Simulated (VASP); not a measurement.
# Sb (Fm-3m) in VASP: further runs

One crystal, Sb, is run at these levels: PBE; tasks: relaxation of cell and atoms.

Program: VASP 6.6.1. These are calculated values, not measurements. Logs are shortened: lines on timing, memory, paths and dates and some standing lists are left out, and cuts for length are marked.

### Step 1. The crystal as given

The structure is cubic, space group Fm-3m (No. 225). Conventional cell: a = 4.610 Å, b = 4.610 Å, c = 4.610 Å, α = 90.00°, β = 90.00°, γ = 90.00°. Sb (site symmetry m-3m) is surrounded by 12 Sb at 3.26 Å.

This isn't the form of Sb at room conditions, which is rhombohedral.

### Step 2. Relaxation of cell and atoms, PBE

Contents of INCAR:

```
SYSTEM = Sb
PREC = Accurate
ENCUT = 520
EDIFF = 1E-6
ISMEAR = 0
SIGMA = 0.1
LREAL = .FALSE.
LASPH = .TRUE.
NELM = 120
ALGO = Normal
ISIF = 3
LWAVE = .FALSE.
LCHARG = .FALSE.
GGA = PE
IBRION = 2
NSW = 90
EDIFFG = -0.01
```

Contents of KPOINTS:

```
regular mesh
0
G
  16 16 16
  0 0 0
```

Contents of POSCAR:

```
Sb
1.0
    0.0000000000      2.3050000000      2.3050000000
    2.3050000000      0.0000000000      2.3050000000
    2.3050000000      2.3050000000      0.0000000000
Sb
1
Direct
    0.0000000000      0.0000000000      0.0000000000
```

Potentials or basis: VASP PAW PBE potentials, release 64 (Sb).

Command:

```bash
$ cat potpaw_PBE.64/Sb/POTCAR > POTCAR
$ mpirun -np 1 vasp_std > vasp.out
```

OUTCAR:

```text
SYSTEM = Sb
   PREC = Accurate
   ENCUT = 520
   EDIFF = 1E-6
   ISMEAR = 0
   LREAL = .FALSE.
   LASPH = .TRUE.
   NELM = 120
   ISIF = 3
   GGA = PE
   IBRION = 2
   NSW = 90
   EDIFFG = -0.01

 ion  position               nearest neighbor table
   1  0.000  0.000  0.000-

  LATTYP: Found a face centered cubic cell.
 ALAT       =     4.6100000000

  Lattice vectors:

 A1 = (   0.0000000000,   2.3050000000,   2.3050000000)
 A2 = (   2.3050000000,   0.0000000000,   2.3050000000)
 A3 = (   2.3050000000,   2.3050000000,   0.0000000000)

Analysis of symmetry for initial positions (statically):
=====================================================================
 Subroutine PRICEL returns:
 Original cell was already a primitive cell.

 Routine SETGRP: Setting up the symmetry group for a
 face centered cubic supercell.

 Subroutine GETGRP returns: Found 48 space group operations
 (whereof 48 operations were pure point group operations)
 out of a pool of 48 trial point group operations.

The static configuration has the point symmetry O_h .

Analysis of symmetry for dynamics (positions and initial velocities):
=====================================================================
 Subroutine PRICEL returns:
 Original cell was already a primitive cell.

 Routine SETGRP: Setting up the symmetry group for a
 face centered cubic supercell.

 Subroutine GETGRP returns: Found 48 space group operations
 (whereof 48 operations were pure point group operations)
 out of a pool of 48 trial point group operations.

The dynamic configuration has the point symmetry O_h .

 Subroutine INISYM returns: Found 48 space group operations
 (whereof 48 operations are pure point group operations),
 and found     1 'primitive' translations

----------------------------------------------------------------------------------------

                                     Primitive cell

  volume of cell :      24.4930

  direct lattice vectors                    reciprocal lattice vectors
     0.000000000  2.305000000  2.305000000    -0.216919740  0.216919740  0.216919740
     2.305000000  0.000000000  2.305000000     0.216919740 -0.216919740  0.216919740
     2.305000000  2.305000000  0.000000000     0.216919740  0.216919740 -0.216919740

  length of vectors
     3.259762261  3.259762261  3.259762261     0.375716010  0.375716010  0.375716010

  position of ions in fractional coordinates (direct lattice)
     0.000000000  0.000000000  0.000000000

  ion indices of the primitive-cell ions
   primitive index   ion index
                 1           1

----------------------------------------------------------------------------------------

 KPOINTS: regular mesh

Automatic generation of k-mesh.
 Grid dimensions read from file:
 generate k-points for:   16   16   16

 Generating k-lattice:

  Cartesian coordinates                     Fractional coordinates (reciprocal lattice)
    -0.013557484  0.013557484  0.013557484     0.062500000  0.000000000  0.000000000
     0.013557484 -0.013557484  0.013557484     0.000000000  0.062500000  0.000000000
     0.013557484  0.013557484 -0.013557484     0.000000000  0.000000000  0.062500000

  Length of vectors
     0.023482251  0.023482251  0.023482251

  Shift w.r.t. Gamma in fractional coordinates (k-lattice)
     0.000000000  0.000000000  0.000000000

 Subroutine IBZKPT returns following result:
 ===========================================

 Found    145 irreducible k-points:

 Following reciprocal coordinates:
            Coordinates               Weight
  0.000000  0.000000  0.000000      1.000000
  0.062500  0.000000  0.000000      8.000000
  0.125000  0.000000  0.000000      8.000000
  0.187500  0.000000  0.000000      8.000000
  0.250000  0.000000  0.000000      8.000000
  0.312500  0.000000  0.000000      8.000000
[... 16 lines left out ...]
 -0.125000  0.062500  0.000000     24.000000
 -0.062500  0.062500  0.000000     12.000000
 [... further k-points ...]
   k-points           NKPTS =    145   k-points in BZ     NKDIM =    145   number of bands    NBANDS=      6
   number of dos      NEDOS =    301   number of ions     NIONS =      1
   total plane-waves  NPLWV =  13824
   dimension x,y,z NGX =    24 NGY =   24 NGZ =   24
   dimension x,y,z NGXF=    48 NGYF=   48 NGZF=   48
   ions per type =               1
   NGX,Y,Z   is equivalent  to a cutoff of  12.24, 12.24, 12.24 a.u.
   NGXF,Y,Z  is equivalent  to a cutoff of  24.48, 24.48, 24.48 a.u.
 SYSTEM =  Sb
   PREC   = accura    normal or accurate (medium, high low for compatibility)
   ISTART =      0    job   : 0-new  1-cont  2-samecut
   ICHARG =      2    charge: 1-file 2-atom 10-const
   ISPIN  =      1    spin polarized calculation?
   LNONCOLLINEAR =      F non collinear calculations
   LSORBIT =      F    spin-orbit coupling
   LASPH  =      T    aspherical Exc in radial PAW
   ENCUT  =  520.0 eV  38.22 Ry    6.18 a.u.   6.06  6.06  6.06*2*pi/ulx,y,z
   NELM   =    120;   NELMIN=  2; NELMDL= -5     # of ELM steps
   EDIFF  = 0.1E-05   stopping-criterion for ELM
   LREAL  =      F    real-space projection
   EDIFFG = -.1E-01   stopping-criterion for IOM
   NSW    =     90    number of steps for IOM
   IBRION =      2    ionic relax: 0-MD 1-quasi-New 2-CG
   NFREE  =      1    steps in history (QN), initial steepest desc. (CG)
   ISIF   =      3    stress and relaxation
   ISYM   =      2    0-nonsym 1-usesym 2-fastsym
   POTIM  = 0.5000    time-step for ionic-motion
   TEBEG  =    0.0;   TEEND  =   0.0 temperature during run
   PSTRESS=    0.0 pullay stress
   NELECT =       5.0000    total number of electrons
   NUPDOWN=      -1.0000    fix difference up-down
   EMIN   =  10.00;   EMAX   =-10.00  energy-range for DOS
   EFERMI =   0.00;   METHOD = LEGACY
   ISMEAR =     0;   SIGMA  =   0.10  broadening in eV -4-tet -1-fermi 0-gaus
   EFERMI_NEDOS =   21; number of points for ismear=-14 and -15
   IALGO  =     38    algorithm
   IMIX   =      4    mixing-type and parameters
     AMIX     =   0.40;   BMIX     =  1.00
     AMIX_MAG =   1.60;   BMIX_MAG =  1.00
  volume/ion in A,a.u.               =      24.49       165.29
  Fermi-wavevector in a.u.,A,eV,Ry     =   0.963941  1.821585 12.642299  0.929183
  Thomas-Fermi vector in A             =   2.093530
   LORBIT       =      0    0 simple, 1 ext, 2 COOP (PROOUT), +10 PAW based schemes
   GGA     = PE    functional components
   LHFCALC =     F    Hartree Fock is set to
   AEXX    =    0.0000 exact exchange contribution
   IVDW    =     0    specifies the selected vdW correction
   LEPSILON=     F    determine dielectric tensor
   LRPA    =     F    only Hartree local field effects (RPA)
 conjugate gradient relaxation of ions
 non-spin polarized calculation
 Gauss-broadening in eV      SIGMA  =   0.10
  energy-cutoff  :      520.00
  volume of cell :       24.49
 maximum number of plane-waves:       684
   NGX = 13   NGY = 13   NGZ = 13

--------------------------------------- Ionic step        1  -------------------------------------------

 number of electron       4.9999999 magnetization

 Free energy of the ion-electron system (eV)
  ---------------------------------------------------
  ext. energy  EPLUGINS =         0.00000000
  ---------------------------------------------------
  free energy    TOTEN  =        -3.74978145 eV

  energy without entropy =       -3.74574921  energy(sigma->0) =       -3.74776533

------------------------ aborting loop because EDIFF is reached ----------------------------------------

  FORCE on cell =-STRESS in cart. coord.  units (eV):
  Direction    XX          YY          ZZ          XY          YZ          ZX
  --------------------------------------------------------------------------------------
  -------------------------------------------------------------------------------------
  Total        1.3075345      1.3075345      1.3075345     -0.0000000     -0.0000000      0.0000000
  in kB       85.5304874     85.5304874     85.5304874     -0.0000000     -0.0000000      0.0000000
  external PRESSURE =      85.5304874 kB  Pullay stress =       0.0000000 kB

 VOLUME and BASIS-vectors are now :
 -----------------------------------------------------------------------------
  energy-cutoff  :      520.00
  volume of cell :       24.49
      direct lattice vectors                 reciprocal lattice vectors
     0.000000000  2.305000000  2.305000000    -0.216919740  0.216919740  0.216919740
     2.305000000  0.000000000  2.305000000     0.216919740 -0.216919740  0.216919740
     2.305000000  2.305000000  0.000000000     0.216919740  0.216919740 -0.216919740

 POSITION                                       TOTAL-FORCE (eV/Angst)
 -----------------------------------------------------------------------------------
      0.00000      0.00000      0.00000         0.000000      0.000000     -0.000000
 -----------------------------------------------------------------------------------
    total drift:                                0.000000      0.000000     -0.000000

  FREE ENERGIE OF THE ION-ELECTRON SYSTEM (eV)
  ---------------------------------------------------
  free  energy   TOTEN  =        -3.7497814460 eV

  energy  without entropy=       -3.7457492070  energy(sigma->0) =       -3.74776533

--------------------------------------- Ionic step        2  -------------------------------------------

 number of electron       5.0000001 magnetization

 E-fermi :   7.3969     XC(G=0):  -9.8497

 val. band max:        7.3964088206   @ k =  -0.3750   0.3750   0.1250
 cond. band min:       7.4096753487   @ k =   0.3125   0.2500   0.0625
 fundamental gap:      0.0132665281
 Fermi energy:         7.3969205747

 k-point     1 :       0.0000    0.0000    0.0000
  band No.  band energies     occupation
      1      -4.8542      2.00000
      2      12.1042      0.00000
      3      12.1042      0.00000
      4      12.1042      0.00000
      5      17.0839      0.00000
      6      17.0839      0.00000

 k-point     2 :       0.0625    0.0000    0.0000
  band No.  band energies     occupation
      1      -4.7835      2.00000
      2      11.4412      0.00000
      3      12.0182      0.00000
      4      12.0182      0.00000
      5      16.4680      0.00000
      6      17.2318      0.00000
[... 220 lines left out ...]
 POSITION                                       TOTAL-FORCE (eV/Angst)
 -----------------------------------------------------------------------------------
      2.45040      2.45040      4.90079        -0.000000     -0.000000      0.000000
 -----------------------------------------------------------------------------------
    total drift:                               -0.000000     -0.000000     -0.000000

  FREE ENERGIE OF THE ION-ELECTRON SYSTEM (eV)
  ---------------------------------------------------
  free  energy   TOTEN  =        -3.7969831599 eV

  energy  without entropy=       -3.7914768557  energy(sigma->0) =       -3.79423001

--------------------------------------- Ionic step        3  -------------------------------------------

 number of electron       4.9999999 magnetization

 Free energy of the ion-electron system (eV)
  ---------------------------------------------------
  ext. energy  EPLUGINS =         0.00000000
  ---------------------------------------------------
  free energy    TOTEN  =        -3.82023983 eV

  energy without entropy =       -3.81505259  energy(sigma->0) =       -3.81764621

 E-fermi :   8.2620     XC(G=0): -10.1535

 val. band max:        8.2467745155   @ k =   0.4375   0.2500   0.0000
 cond. band min:       8.2680682780   @ k =   0.5000   0.4375   0.0625
 fundamental gap:      0.0212937625
 Fermi energy:         8.2619765338

 k-point     1 :       0.0000    0.0000    0.0000
  band No.  band energies     occupation
      1      -4.4966      2.00000
      2      13.4711      0.00000
      3      13.4711      0.00000
      4      13.4711      0.00000
      5      18.1799      0.00000
      6      18.1799      0.00000

 k-point     2 :       0.0625    0.0000    0.0000
  band No.  band energies     occupation
      1      -4.4206      2.00000
      2      12.7339      0.00000
      3      13.3708      0.00000
      4      13.3708      0.00000
      5      17.4787      0.00000
      6      18.3461      0.00000
[... 220 lines left out ...]
 POSITION                                       TOTAL-FORCE (eV/Angst)
 -----------------------------------------------------------------------------------
      0.00000      0.00000     -0.00000         0.000000      0.000000      0.000000
 -----------------------------------------------------------------------------------
    total drift:                                0.000000     -0.000000     -0.000000

  FREE ENERGIE OF THE ION-ELECTRON SYSTEM (eV)
  ---------------------------------------------------
  free  energy   TOTEN  =        -3.8202398344 eV

  energy  without entropy=       -3.8150525851  energy(sigma->0) =       -3.81764621

 reached required accuracy - stopping structural energy minimisation
```

Run time: 16 s. Hardware: 1 thread of Intel Xeon Platinum 8488C (Sapphire Rapids), shared host; peak memory 0.15 GiB.

What came out:

```
Free energy                            : -3.8202 eV
Relaxed volume                         : 27.43 Å³/atom
Relaxed cell                           : a = 3.385 Å, b = 3.385 Å, c = 3.385 Å, α = 60.00°, β = 60.00°, γ = 60.00°
Space group after relaxing (to 0.05 Å) : Fm-3m (No. 225)
Energy gained by relaxing              : 70.5 meV/atom
Ionic steps                            : 3
Pressure after relaxing                : 0.0 GPa
Band gap on the k mesh                 : none (metal or under the smearing width)
```

Step by step:
| step | energy change (eV) | largest force (eV/Å) | pressure (GPa) | volume (Å³) |
| --- | --- | --- | --- | --- |
| 1 | 0.0000 | 0.0000 | 8.55 | 24.49 |
| 2 | -0.0472 | 0.0000 | -3.48 | 29.43 |
| 3 | -0.0705 | 0.0000 | 0.00 | 27.43 |

Final structure:
```cif
data_structure
_symmetry_space_group_name_H-M 'P 1'
_symmetry_Int_Tables_number 1
_cell_length_a 3.3851
_cell_length_b 3.3851
_cell_length_c 3.3851
_cell_angle_alpha 60.000
_cell_angle_beta 60.000
_cell_angle_gamma 60.000
_cell_volume 27.43
loop_
_atom_site_label
_atom_site_type_symbol
_atom_site_fract_x
_atom_site_fract_y
_atom_site_fract_z
_atom_site_occupancy
Sb1 Sb 0.00000 0.00000 0.00000 1
```

Caveat: the volume moved by +12 % from the deposited cell, more than functionals usually miss. Zero-point motion and thermal expansion aren't in these numbers.

### Step 3. Relaxation of cell and atoms, PBE

This run uses another cell than the first one, of 27.43 Å³/atom, 1.120 times its volume.

INCAR: that of step 2 with these lines changed.

```diff
@@ -3,3 +3,3 @@
 ENCUT = 520
-EDIFF = 1E-6
+EDIFF = 1E-7
 ISMEAR = 0
@@ -15,3 +15,4 @@
 IBRION = 2
-NSW = 90
-EDIFFG = -0.01
+NSW = 60
+EDIFFG = -0.005
+POTIM = 0.3
```

KPOINTS is that of step 2.

Contents of POSCAR:

```
Sb                                      
1.0
    0.0000000000      2.3936111871      2.3936111871
    2.3936111871     -0.0000000000      2.3936111871
    2.3936111871      2.3936111871     -0.0000000000
  Sb            
     1
Direct
     0.0000000000000000    0.0000000000000000    0.0000000000000000
```

Potentials or basis: VASP PAW PBE potentials, release 64 (Sb).

Command:

```bash
$ cat potpaw_PBE.64/Sb/POTCAR > POTCAR
$ mpirun -np 1 vasp_std > vasp.out
```

Run time: 16 s. Hardware: 1 thread of Intel Xeon Platinum 8488C (Sapphire Rapids), shared host; peak memory 0.17 GiB.

Results (log left out):

```
Free energy             : -3.8203 eV
Pressure after relaxing : 0.0 GPa
Band gap on the k mesh  : none (metal or under the smearing width)
```

Final structure:
```yaml
crystal:
  lattice:
    - [0.00000, 2.39361, 2.39361]
    - [2.39361, 0.00000, 2.39361]
    - [2.39361, 2.39361, 0.00000]
  atoms:
    - { symbol: Sb, position: [0.00000, 0.00000, 0.00000] }
```

Levels at points of the mesh, in eV from the Fermi level:
```csv
k point,band 1,band 2,band 3,band 4,band 5,band 6
"(0.00, 0.00, 0.00)",-12.76,5.21,5.21,5.21,9.92,9.92
"(0.50, 0.00, 0.00)",-9.11,-5.67,3.57,3.57,8.08,9.07
"(0.50, 0.50, 0.00)",-7.54,-4.80,0.40,0.40,4.16,4.64
```

Caveat: the relaxation stopped at its first step, so nothing moved. Spin-orbit coupling is left out, which matters for the levels of Sb.
